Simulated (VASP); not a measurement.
# MgS (Niningerite) (Fm-3m) in VASP: further runs, part 3 of 3

VASP 6.6.1.

**5. Electric field gradients, HSE06+TS (atoms moved at random, drawn with an rms of 0.1 Å)**

File POSCAR:

```
MgS
1.0
    0.0000000000      2.6016500000      2.6016500000
    2.6016500000      0.0000000000      2.6016500000
    2.6016500000      2.6016500000      0.0000000000
S Mg
1 1
Direct
    0.5047750000      0.5076930000      0.4845950000
   -0.0110030000      0.0201180000     -0.0086380000
```

File INCAR.step1:

```
ALGO = Normal ; EDIFF = 1E-5
ENCUT = 500 ; GGA = PE
ISIF = 2 ; ISMEAR = 0
LASPH = True ; LCHARG = False
LREAL = False ; LWAVE = True
NELM = 80 ; PREC = Accurate
SIGMA = 0.05
```

File INCAR.step2:

```
ALGO = Normal ; EDIFF = 1E-8
ENCUT = 500 ; GGA = PE
HFSCREEN = 0.2 ; ISIF = 2
ISMEAR = 0 ; ISTART = 1
IVDW = 2 ; LASPH = True
LCHARG = False ; LEFG = True
LHFCALC = True ; LREAL = False
LWAVE = False ; NELM = 80
PREC = Accurate ; PRECFOCK = Fast
SIGMA = 0.05
```

File KPOINTS:

```
k-points
0
Gamma
  5 5 5
```

Potentials or basis: VASP PAW PBE potentials, release 64 (S, Mg).

Launch:

```
cat potpaw_PBE.64/S/POTCAR potpaw_PBE.64/Mg/POTCAR > POTCAR
cp INCAR.step1 INCAR
mpirun -np 1 vasp_std > vasp.out
cp INCAR.step2 INCAR
mpirun -np 1 vasp_std > vasp.out
```

OUTCAR:

```text
EDIFF = 1E-8
   ENCUT = 500
   GGA = PE
   HFSCREEN = 0.2
   ISIF = 2
   ISMEAR = 0
   ISTART = 1
   IVDW = 2
   LASPH = True
   LHFCALC = True
   LREAL = False
   NELM = 80
   PREC = Accurate
   PRECFOCK = Fast
  IVDW =   2

 ion  position               nearest neighbor table
   1  0.505  0.508  0.485-   2 2.55   2 2.58   2 2.59   2 2.61   2 2.63   2 2.65
   2  0.989  0.020  0.991-   1 2.55   1 2.58   1 2.59   1 2.61   1 2.63   1 2.65

  LATTYP: Found a face centered cubic cell.
 ALAT       =     5.2033000000

  Lattice vectors:

[... 499 lines left out ...]
  ---------------------------------------------------
  free  energy   TOTEN  =       -10.4560072164 eV

  energy  without entropy=      -10.4560072164  energy(sigma->0) =      -10.45600722

 Electric field gradients (V/A^2)
---------------------------------------------------------------------
 ion       V_xx      V_yy      V_zz      V_xy      V_xz      V_yz
---------------------------------------------------------------------
   1      -0.311     0.105     0.206     0.012     0.004    -0.003
   2      -0.249     0.084     0.165    -0.136    -0.051     0.024
---------------------------------------------------------------------

 Electric field gradients after diagonalization (V/A^2)
 (convention: |V_zz| > |V_xx| > |V_yy|)
----------------------------------------------------------------------
 ion       V_xx      V_yy      V_zz     asymmetry (V_yy - V_xx)/ V_zz
----------------------------------------------------------------------
   1       0.206     0.105    -0.311       0.324
   2       0.194     0.107    -0.301       0.286
----------------------------------------------------------------------

           NMR quadrupolar parameters

 Cq : quadrupolar parameter    Cq=e*Q*V_zz/h
 eta: asymmetry parameters     (V_yy - V_xx)/ V_zz
 Q  : nuclear electric quadrupole moment in mb (millibarn)
----------------------------------------------------------------------
 ion       Cq(MHz)       eta       Q (mb)
----------------------------------------------------------------------
   1      -0.001       0.324       1.000
   2      -0.001       0.286       1.000
----------------------------------------------------------------------
```

OUTCAR.step1:

```text
EDIFF = 1E-5
   ENCUT = 500
   GGA = PE
   ISIF = 2
   ISMEAR = 0
[... 486 lines left out ...]
 -----------------------------------------------------------------------------------
      2.58159      2.57399      2.63409         0.140443     -0.064785     -0.023997
      2.63152      5.15220      2.62536        -0.140443      0.064785      0.023997
 -----------------------------------------------------------------------------------
    total drift:                               -0.000079      0.000033      0.000025

  FREE ENERGIE OF THE ION-ELECTRON SYSTEM (eV)
  ---------------------------------------------------
  free  energy   TOTEN  =        -8.4863684135 eV

  energy  without entropy=       -8.4863684135  energy(sigma->0) =       -8.48636841
```

Wall time 9.9 min (1 thread of Intel Xeon Platinum 8259CL at 2.50GHz (Skylake/Cascade Lake), shared host); peak memory 0.28 GiB.

What came out:

- Free energy: -10.4560 eV
- Pressure: -2.9 GPa
- Largest force: 0.153 eV/Å
- Band gap on the k mesh: 4.21 eV, indirect (least direct gap 4.82 eV)
- Hirshfeld charges: S -0.27; Mg +0.27 e
- Dispersion energy per atom: -0.280 eV

Forces in eV/Å, atoms in the order of the input:
```
S    0.137 -0.063 -0.023
Mg  -0.137  0.063  0.023
```

Stress tensor (GPa, compression positive):
```
-2.76  0.01  0.00
 0.01 -3.00  0.00
 0.00  0.00 -3.06
```

Electric field gradients, principal values (V/Å²):
| atom | Vxx | Vyy | Vzz |
| --- | --- | --- | --- |
| 1 S | 0.105 | 0.206 | -0.311 |
| 2 Mg | 0.107 | 0.194 | -0.301 |

Caveat: the PAW data sets were made with another functional, which shifts forces and pressure a little; an odd mesh through Γ misses points on the zone boundary, where band edges often lie.

**6. The reference run**

An earlier run on the cell as given: functional PBE; potentials or basis VASP PAW PBE potentials, release 64 (S, Mg); cutoff 520 eV; k mesh 9 × 9 × 9; occupations fermi-dirac, width 0.05 eV; no spin polarisation.

- Pressure: 0.9 GPa
- Band gap on the k mesh: 2.91 eV, indirect (least direct gap 3.71 eV)

**7. Overview**

```tsv
task	level	potentials or basis	cell	k mesh	cutoff (eV)	smearing	ladder	GW scheme	GW iterations	cutoff of the response function	frequency points	mesh quality	gap on the mesh (eV)	pressure (GPa)
evGW0 quasiparticle levels	PBE	VASP PAW PBE potentials, release 64 (S_GW, Mg_GW)	as given	4 × 4 × 4	500	gaussian 0.01 eV	free	evGW0	4	200	50	coarse	-	-
G0W0 quasiparticle levels	PBE	VASP PAW PBE potentials, release 64 (S_GW, Mg_GW)	as given	4 × 4 × 4	500	gaussian 0.01 eV	free	G0W0	1	200	50	coarse	-	-
electric field gradients	HSE06+TS	VASP PAW PBE potentials, release 64 (S, Mg)	atoms moved at random, drawn with an rms of 0.1 Å	5 × 5 × 5	500	gaussian 0.05 eV	-	-	-	-	-	not flagged	4.21	-2.9
single point	PBE	VASP PAW PBE potentials, release 64 (S, Mg)	as given	9 × 9 × 9	520	fermi-dirac 0.05 eV	-	-	-	-	-	not flagged	2.91	0.9
```

Alike in all rows: no spin polarisation.

Caveats: some runs use coarse meshes; bands, screening cutoff and mesh are small and nothing is extrapolated, so the quasiparticle values aren't converged (some runs); an odd mesh through Γ misses points on the zone boundary, where band edges often lie (some runs); the PAW data sets were made with another functional, which shifts forces and pressure a little (some runs).

Total energies depend on the potentials used, so only differences within one code and one set of settings carry meaning.
